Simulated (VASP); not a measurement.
Wanted: the native input for a VASP 6.6.1 run.

* Task: single point
* Functional: PBE
* Potentials or basis: VASP PAW PBE potentials, release 64 (Ni)
* Cutoff: 520 eV
* k mesh: 12 × 12 × 1
* Occupations: fermi-dirac, width 0.05 eV
* Spin: collinear spin, ferromagnetic start
* Starting moments: [1.0] μB
* Dipole correction: yes
* Further INCAR settings: ALGO = Normal; EDIFF = 1e-07; NBANDS = 15

The structure of Ni lies in POSCAR:

```
Ni
1.0
    2.2591100000      0.0000000000      0.0000000000
    0.0000000000      2.2591100000      0.0000000000
    0.0000000000      0.0000000000     23.8000000000
Ni
1
Direct
    0.5000000000      0.5000000000      0.2941200000
```

The cell was built by a generator and needn't be a form met in nature.

These files were run (other wordings do the same):

INCAR

```
PREC = Accurate
ENCUT = 520
EDIFF = 1E-7
ISMEAR = -1
SIGMA = 0.05
LREAL = False
LASPH = True
NELM = 100
ALGO = Normal
ISIF = 2
LWAVE = False
LCHARG = False
ISPIN = 2
MAGMOM = 1
LORBIT = 11
LMAXMIX = 4
LDIPOL = True
IDIPOL = 3
DIPOL = 0.5 0.5 0.294
GGA = PE
NBANDS = 15
```

KPOINTS

```
regular mesh
0
Gamma
  12 12 1
```

Potentials or basis: VASP PAW PBE potentials, release 64 (Ni).

Launch:

```bash
$ cat potpaw_PBE.64/Ni/POTCAR > POTCAR
$ mpirun -np 1 vasp_std > vasp.out
```

Results of the run:

```
Band gap on the k mesh                                : none (metal or under the smearing width)
Net moment                                            : 0.86 μB per cell
Site moments                                          : Ni +0.88 μB
Valence electrons inside the program's atomic spheres : Ni 9.16
```

Run time: 120 s on 1 thread of Intel(R) Xeon(R) 6975P-C (Granite Rapids) (shared host), peak memory 0.31 GiB.
